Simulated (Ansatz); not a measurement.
## Ru: from a trial structure to a relaxed crystal

The calculation used DFT PBE, scalar-relativistic, plane waves, PAW (Ansatz). Cutoff 420 eV, Γ-centred k mesh, Gaussian smearing, no spin polarisation in the final step.

The start puts Ru on the sites of a reported F cell (C2/m, No. 12), at a guessed volume.

```yaml
crystal:
  lattice:
    - [2.73215, -1.62936, 0.00000]
    - [2.73215, 1.62936, 0.00000]
    - [-1.52604, 0.00000, 7.07381]
  atoms:
    - { symbol: Ru, position: [0.05040, 0.05040, 0.09960] }
    - { symbol: Ru, position: [0.94960, 0.94960, 0.90040] }
    - { symbol: Ru, position: [0.50500, 0.50500, 0.60000] }
    - { symbol: Ru, position: [0.49500, 0.49500, 0.40000] }
```

Cell and atoms relax at zero pressure; the relaxation can't lower the symmetry of the start. After a coarse first stage the cell is made exact in the group found at 0.06 Å.

Energies count from the standard state of Ru at the same level.

Problem. Describe the relaxed structure.

Solution. It ends in R-3m (No. 166). Conventional cell: a = 2.711 Å, c = 26.041 Å. Around Ru on Wyckoff site c (2 atoms of the primitive cell) lie 12 Ru at 2.63–2.71 Å; Ru on Wyckoff site c (2 atoms of the primitive cell) is coordinated by 12 Ru at 2.67–2.73 Å.

```cif
data_structure
_symmetry_space_group_name_H-M 'R-3m:H'
_symmetry_Int_Tables_number 166
_cell_length_a 2.7107
_cell_length_b 2.7107
_cell_length_c 26.0413
_cell_angle_alpha 90.000
_cell_angle_beta 90.000
_cell_angle_gamma 120.000
_cell_volume 165.71
loop_
_atom_site_label
_atom_site_type_symbol
_atom_site_symmetry_multiplicity
_atom_site_Wyckoff_symbol
_atom_site_fract_x
_atom_site_fract_y
_atom_site_fract_z
_atom_site_occupancy
Ru1 Ru 6 c 0.66667 0.33333 0.70736 1
Ru2 Ru 6 c 0.33333 0.66667 0.87627 1
```

Problem. What are its volume, energy, density and gap?

Solution. The volume per atom is 13.81 Å³. The density is 12.15 g/cm³. The energy over the standard structure is 0.06 eV/atom. The gap on the 21×21×21 mesh is 0 eV (a metal).

The final run used a 21×21×21 mesh on its 4-atom cell and 0.10 eV smearing. The k mesh leaves about 4 meV/atom of noise in metals. A structure relaxed within its symmetry needn't be a true minimum. The steps took roughly 9 core-minutes in all.